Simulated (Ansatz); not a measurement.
# ZrC: the cost of one run

Computed with Ansatz 0.2.0 (DFT PBE, scalar-relativistic, unless a step's input says otherwise).

### Step 1. The structure to begin with

It takes space group Fm-3m (No. 225, cubic). Conventional cell: a = 4.700 Å, b = 4.700 Å, c = 4.700 Å, α = 90.00°, β = 90.00°, γ = 90.00°. Zr (site symmetry m-3m) has 6 C at 2.35 Å as nearest neighbours. Around C (site symmetry m-3m) lie 6 Zr at 2.35 Å.

As a file:

```
CELL_PARAMETERS angstrom
0.00000 2.35021 2.35021
2.35021 0.00000 2.35021
2.35021 2.35021 0.00000
ATOMIC_POSITIONS crystal
Zr 0.50000 0.50000 0.50000
C 0.00000 0.00000 0.00000
```

The cell is a measured one (Crystallography Open Database entry 1562921); the temperature and pressure of the measurement aren't taken into account, and nothing was relaxed.

Atoms are numbered in the order of the input: Zr1, C2.

### Step 2. Volume × 0.94, LAPW

The input, input.yaml:

```yaml
crystal:
  lattice:
    - [0.0, 2.3022330686, 2.3022330686]
    - [2.3022330686, 0.0, 2.3022330686]
    - [2.3022330686, 2.3022330686, 0.0]
  atoms:
    - { symbol: Zr, position: [0.5, 0.5, 0.5] }
    - { symbol: C, position: [0.0, 0.0, 0.0] }
kpoints:
  mp_grid: { grid: [15, 15, 15] }
  band_path:
    path:
      - [0.0, 0.0, 0.0]
      - [0.5, 0.0, 0.5]
      - [0.625, 0.25, 0.625]
      - [0.375, 0.375, 0.75]
      - [0.0, 0.0, 0.0]
      - [0.5, 0.5, 0.5]
      - [0.5, 0.25, 0.75]
      - [0.5, 0.0, 0.5]
    npoints: 5
scf:
  occupations: { method: fermi_dirac, width: 0.05 }
hamiltonian:
  xc: pbe
  pseudopotentials: { kind: all_electron, lapw: { basis_error: 0.00025 } }
output:
  forces: true
  stress: true
  eigenvalues: true
```

Run with:

```
ansatz run input.yaml --threads 1 --pin off --max-ram 3072MiB --backend cpu --events-out ev --progress --plain --runs-dir out
```

**Question.** How long does this run take on 1 thread of Intel Xeon Platinum 8488C (Sapphire Rapids), shared host, and how much memory does it need?

About 22 s, with a peak of 0.47 GiB.
